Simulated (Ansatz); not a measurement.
Computed with DFT PBE, scalar-relativistic, plane waves, PAW (Ansatz 0.2.0). Settings: cutoff 420 eV, Γ-centred meshes spaced at most about 0.3 Å⁻¹, and about 0.25 Å⁻¹ or finer for metals (2π included), Gaussian smearing. No spin polarisation.

Temperature and zero-point effects are left out.

Two relaxed structures of TaC2:

1.

```
CELL_PARAMETERS angstrom
3.23917 0.00000 0.00000
-1.61959 2.80520 0.00000
0.00000 0.00000 3.04110
ATOMIC_POSITIONS crystal
Ta 0.00000 0.00000 0.00000
C 0.33333 0.66667 0.50000
C 0.66667 0.33333 0.50000
```

2.

```
CELL_PARAMETERS angstrom
3.23089 0.00000 0.00000
-1.61545 2.79803 0.00000
0.00000 0.00000 5.55616
ATOMIC_POSITIONS crystal
Ta 0.00000 0.00000 0.00000
C 0.33333 0.66667 0.19193
C 0.66667 0.33333 0.80807
```

**Question.** Which form is favoured at zero pressure, and by what margin per atom?

**Answer.** Cell 1 is lower, by 220 meV/atom. Cell 1 has the AlB2 type, space group P6/mmm (No. 191), 9.2 Å³/atom and no gap on its mesh; cell 2 has the cadmium iodide type, space group P-3m1 (No. 164), 16.7 Å³/atom and no gap. Counting C atoms around Ta (those within 1.25 times the shortest such distance or 1.15 times the sum of covalent radii), cell 1 has Ta 12 and cell 2 has Ta 6. Even the lower one lies +1.40 eV/atom against the reference forms of the elements (uncorrected), so neither is stable at this level. Both come from invented guesses. The lowest form computed isn't among them: it has the CaC2 type, space group I4/mmm (No. 139), 9.9 Å³/atom and lies 0.85 eV/atom below the best shown.

No dispersion correction is applied, so the spacing and binding between layers, chains or molecules are poorly described (P-3m1), and this can change margins and order among such cells. These runs have no spin–orbit coupling, which can matter for Ta. Cells relaxed within their symmetry can be saddle points. Some structure types and database cells were kept out of the candidates from the start, so a known form may be missing.
